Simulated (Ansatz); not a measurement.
# Ni (Im-3m) in Ansatz: further runs

The runs below take Ni through single point, with PBEsol.

Program: Ansatz 0.2.0. These are calculated values, not measurements. Logs are shortened: lines on timing, memory, paths and dates and some standing lists are left out, and cuts for length are marked.

## 1. The structure

It takes space group Im-3m (No. 229, cubic). The conventional cell has a = 2.767 Å, b = 2.767 Å, c = 2.767 Å, α = 90.00°, β = 90.00°, γ = 90.00°. Around Ni (site symmetry m-3m) lie 8 Ni at 2.40 Å.

This isn't the form of Ni at room conditions, which is fcc.

## 2. Single point, PBEsol, collinear spin, ferromagnetic start

Input file input.yaml:

```yaml
crystal:
  lattice:
    - [-1.38371547, 1.38371547, 1.38371547]
    - [1.38371547, -1.38371547, 1.38371547]
    - [1.38371547, 1.38371547, -1.38371547]
  atoms:
    - { symbol: Ni, position: [0.0, 0.0, 0.0], spin: 1.0 }
kpoints:
  mp_grid: { grid: [13, 13, 13] }
scf:
  occupations: { method: fermi_dirac, width: 0.05 }
hamiltonian:
  xc: pbesol
  pseudopotentials: { kind: all_electron, lapw: { basis_error: 0.001 } }
magnetization:
  spin_polarized: true
output:
  forces: true
  stress: true
  eigenvalues: true
```

Potentials or basis: all-electron LAPW, scalar-relativistic.

The run is started by

```bash
$ ansatz run input.yaml --threads 2 --pin off --max-ram 6144MiB --backend cpu --events-out ev --progress --plain --runs-dir out
```

Standard output:

```text
Warning: RAYON_NUM_THREADS=2 ignored (pool sized by the plan → 2); use --threads N
LAPW: plane waves up to 9.432 Å⁻¹, error target 1.0e-3 eV per atom; small_component_spin mean_spin; Ni in spheres of 1.198 Å, 18 of its electrons in bands, Dirac shells [] (how accurate: hamiltonian.pseudopotentials.lapw.basis_error, Limitations)
Engine: ansatz 0.2.0, aarch64-unknown-linux-gnu
Pseudopotentials: kind: all_electron
Pseudopotential: Ni, LAPW, valence charge 18, lapw/all_electron/scalar/gaussian/Ni, Koelling and Harmon's equation, gaussian nucleus
Functional definition: PBEsol
  exchange = pbesol_x
  correlation = pbesol_c
Crystal: 1 atoms, lattice volume = 10.597 Å³
Basis set: ecut = 338.95316234679456 eV, 141 PW (Γ), exchange–correlation at level 2
Bands: 14, of which v1, the nominal top of the filled ones, is band 9 counted from 1 (8 counted from 0)
Symmetry: 48 space group operations
Space group: Im-3m (ITA 229), of the structure as read, at distance tolerance 2.2e-5 Å
Magnetic group: BNS 229.140 (UNI 1642), of the structure as read, at distance tolerance 2.2e-5 Å
k-points: 84 of 2197
Non-local potential: Ni, projectors of the file, none
Initial density: superposition of atomic densities (chi_scale 0.1, normalization cell)
Starting moments: Σ|m| = 1 μB on 1 of 1 site
Initial wavefunctions: plane waves of lowest kinetic energy (no species holds an atomic orbital)
Functional: x = pbesol(κ = 0.804, μ = 0.12345679012345678), c = pbesol(β = 0.046)
iter 1 solved again at ethr=1.87e-6 eV; its pass at ethr=1.00e-1 eV (dr2=3.36e-4 eV) is discarded
SCF iter   1: F=—  HF=-41348.014440 eV  |F-HF|=—  |Δ(HF+E_count)|=         —  Δρ=1.89e-2 (↑1.83e-2 ↓1.89e-2)  dr2=3.15e-4  dr2_m=3.36e-2  M=0.636 μB ∫|m|=0.663 μB  β_m=0.30  ethr=1.87e-6  ⟨swp⟩=4.3  Hψ=20150  notcnv=0
Mixer restart at iter 1: flushing history
preconditioner: auto → none  [metal: Δε(μ)=0.002 eV  Ē_g=17.199 eV  σ=0.050 eV  W_gap=0.01  n_scr=0 (ndim 8)  ℏωp=36.1 eV  f_vac=0.000  D(μ)=1.94/eV (n_scr^D=42)]
SCF iter   2: F=—  HF=-41348.017722 eV  |F-HF|=—  |Δ(HF+E_count)|=   3.28e-3  Δρ=1.36e-2 (↑1.35e-2 ↓1.36e-2)  dr2=6.19e-5  dr2_m=1.78e-2  M=0.626 μB ∫|m|=0.659 μB  β_m=0.65  ethr=1.75e-6  ⟨swp⟩=2.4  Hψ=6297  notcnv=0
SCF iter   3: F=—  HF=-41348.028895 eV  |F-HF|=—  |Δ(HF+E_count)|=   1.12e-2  Δρ=1.99e-3 (↑1.48e-3 ↓1.99e-3)  dr2=4.86e-4  dr2_m=6.66e-5  M=0.590 μB ∫|m|=0.643 μB  β_m=0.47  ethr=3.44e-7  ⟨swp⟩=3.0  Hψ=7624  notcnv=0
SCF iter   4: F=—  HF=-41348.022410 eV  |F-HF|=—  |Δ(HF+E_count)|=         —  Δρ=3.35e-4 (↑3.19e-4 ↓3.35e-4)  dr2=8.49e-6  dr2_m=6.84e-6  M=0.591 μB ∫|m|=0.645 μB  β_m=0.68  ethr=3.44e-7  ⟨swp⟩=3.0  Hψ=7079  notcnv=0
the basis was enlarged: its passes take 607.9 KiB over the memory plan, 2 of 2 planned eigensolver slots
iter 5 solved again at ethr=2.58e-9 eV; its pass at ethr=4.72e-8 eV (dr2=4.65e-7 eV) is discarded
SCF iter   5: F=—  HF=-41348.022428 eV  |F-HF|=—  |Δ(HF+E_count)|=   1.79e-5  Δρ=9.61e-5 (↑5.47e-5 ↓9.61e-5)  dr2=4.64e-7  dr2_m=3.99e-7  M=0.590 μB ∫|m|=0.646 μB  β_m=0.81  ethr=2.58e-9  ⟨swp⟩=2.0  Hψ=10831  notcnv=0
SCF iter   6: F=—  HF=-41348.022435 eV  |F-HF|=—  |Δ(HF+E_count)|=   7.60e-6  Δρ=1.66e-5 (↑1.66e-5 ↓1.51e-5)  dr2=3.90e-9  dr2_m=2.14e-8  M=0.590 μB ∫|m|=0.646 μB  β_m=0.91  ethr=2.58e-9  ⟨swp⟩=2.6  Hψ=6500  notcnv=0
SCF iter   7: F=—  HF=-41348.022436 eV  |F-HF|=—  |Δ(HF+E_count)|=   5.06e-7  Δρ=9.04e-7 (↑6.98e-7 ↓9.04e-7)  dr2=2.81e-11  dr2_m=4.26e-11  M=0.590 μB ∫|m|=0.646 μB  β_m=0.95  ethr=2.17e-11  ⟨swp⟩=3.0  Hψ=7092  notcnv=0
SCF iter   8: F=-41348.022436 eV  HF=-41348.022436 eV  |F-HF|=5.82e-11  |Δ(HF+E_count)|=   2.42e-9  Δρ=3.75e-7 (↑1.92e-7 ↓3.75e-7)  dr2=1.66e-12  dr2_m=7.80e-12  M=0.590 μB ∫|m|=0.646 μB  ethr=1.00e-12  ⟨swp⟩=2.0  Hψ=6206  notcnv=0
SCF 1 converged in 8 iterations: F = -41348.022436 eV  dr2 = 1.66e-12
SCF converged after 8 iterations
Magnetization: 0.5903 μB (9.2952 up, 8.7048 down)
Absolute magnetization: 0.6462 μB (∫|ρ↑−ρ↓|)
Spin contamination: 0.0048 ħ² per cell (⟨S²⟩ above its minimum at these occupations)
Per-site moments (μB) at R_I (Å): [(0.6111061203513906, 1.198332730772966)]
Free energy (F): -41348.022436 eV
Harris-Foulkes:  -41348.022436 eV  (|F-HF|=5.82e-11)
Internal energy: -41348.007382 eV  (E = F + TS)
E sigma→0 (E₀):  -41348.014909 eV
Entropy (-TS):   -0.015054 eV (-15.054 meV/atom)
Fermi energy:    18.576034 eV
--- Per-component energies (eV) ---
  E_band       = -272.883020
  E_kinetic    = 42005.105232
  E_xc         = -1695.452373
  E_electrostatic = -81657.660241  (all electrons and nuclei)
  E_smearing   = -0.015054  (= −TS)
  E_closure    = 0.000000  (closes the sum)
  E_atoms      = -41340.345444  (free atoms, spherical and without spin; not in F)
  Σ components = -41348.022436   (vs F -41348.022436, Δ=0.00e0)
  Basis errors (estimates in eV, not in F): energy 2.6e-4 per atom: plane waves 2.4e-4 (1.3e-4 summed), levels above the bands 7.3e-180, relativity 1.6e-8, radial functions 1.7e-5, core shells 9.1e-10; eigenvalues (radial functions only) 3.7e-5; not estimated: angular momenta, meshes, grids; target (lapw.basis_error) 1.0e-3; muffin-tin radii Ni 1.198 Å
--- Forces (eV/Å), atoms counted from 1 ---
  atom   1  Ni     0.00000000    -0.00000000     0.00000000
  max |Σ_I F_I| component: 3.45e-31 eV/Å
--- Stress (GPa, compression-positive) ---
       -2.434985      -0.000000      -0.000000
       -0.000000      -2.434985      -0.000000
       -0.000000      -0.000000      -2.434985
  P = ⅓ Tr σ = -2.4350 GPa (-24.350 kbar)
--- Band table (eV; the first three rows and the last of 168) ---
  k-point 0 ↑: bands = ["-84.5733", "-44.9599", "-44.9599", "-44.9599", "9.3756", "16.1924", "16.1924", "16.1924", "17.6647", "17.6647", "45.0293", "45.0293", "45.0293", "50.0127"]
  k-point 1 ↑: bands = ["-84.5709", "-44.9744", "-44.9649", "-44.9599", "9.6251", "16.1339", "16.1874", "16.3083", "17.6064", "17.6693", "43.1427", "44.5535", "44.7021", "48.5204"]
  k-point 2 ↑: bands = ["-84.5642", "-45.0145", "-44.9788", "-44.9597", "10.3506", "15.9740", "16.1529", "16.6393", "17.4892", "17.6848", "39.4255", "43.0157", "44.0380", "45.7675"]
  k-point 83 ↓: bands = ["-83.7416", "-44.4091", "-44.4068", "-44.4068", "14.6014", "14.6139", "18.9966", "18.9966", "19.0631", "27.5116", "28.6531", "28.6531", "34.5875", "35.2086"]
```

Wall time 7.5 s (2 threads of Arm Neoverse V1, shared host); peak memory 0.34 GiB.

What came out:

```
Free energy            : -41348.0224 eV
Pressure               : -2.4 GPa
Band gap on the k mesh : none (metal or under the smearing width)
Net moment             : 0.59 μB per cell
Absolute moment        : 0.65 μB per cell
Site moments           : Ni +0.61 μB
```

Levels at points of the mesh, in eV from the Fermi level:
Spin up:
```
           k point  band 5  band 6  band 7  band 8  band 9  band 10  band 11  band 12  band 13  band 14
(0.00, 0.00, 0.00)   -9.20   -2.38   -2.38   -2.38   -0.91    -0.91    26.45    26.45    26.45    31.44
```
Spin down:
```tsv
k point	band 7	band 8	band 9	band 10	band 11	band 12
(0.00, 0.00, 0.00)	-1.70	-1.70	-0.36	-0.36	26.39	26.39
```

## 3. Single point, PBEsol

input.yaml: that of step 2 with these lines changed.

```diff
@@ -6,3 +6,3 @@
   atoms:
-    - { symbol: Ni, position: [0.0, 0.0, 0.0], spin: 1.0 }
+    - { symbol: Ni, position: [0.0, 0.0, 0.0] }
 kpoints:
@@ -14,4 +14,2 @@
   pseudopotentials: { kind: all_electron, lapw: { basis_error: 0.001 } }
-magnetization:
-  spin_polarized: true
 output:
```

Potentials or basis: all-electron LAPW, scalar-relativistic.

The run is started by

```bash
$ ansatz run input.yaml --threads 2 --pin off --max-ram 6144MiB --backend cpu --events-out ev --progress --plain --runs-dir out
```

Run time: 3.1 s. Hardware: 2 threads of Arm Neoverse V1, shared host; peak memory 0.25 GiB.

It converged, with:

- Free energy: -41348.0112 eV
- Pressure: -4.5 GPa
- Band gap on the k mesh: none (metal or under the smearing width)

Levels at points of the mesh, in eV from the Fermi level:
| k point | band 6 | band 7 | band 8 | band 9 | band 10 | band 11 | band 12 | band 13 |
| --- | --- | --- | --- | --- | --- | --- | --- | --- |
| (0.00, 0.00, 0.00) | -2.00 | -2.00 | -2.00 | -0.58 | -0.58 | 26.46 | 26.46 | 26.46 |

Caveat: the run has no spin polarisation, though such a crystal can be magnetic. Spin polarisation is off, so any magnetic state and its effect on volume and gap are missing.
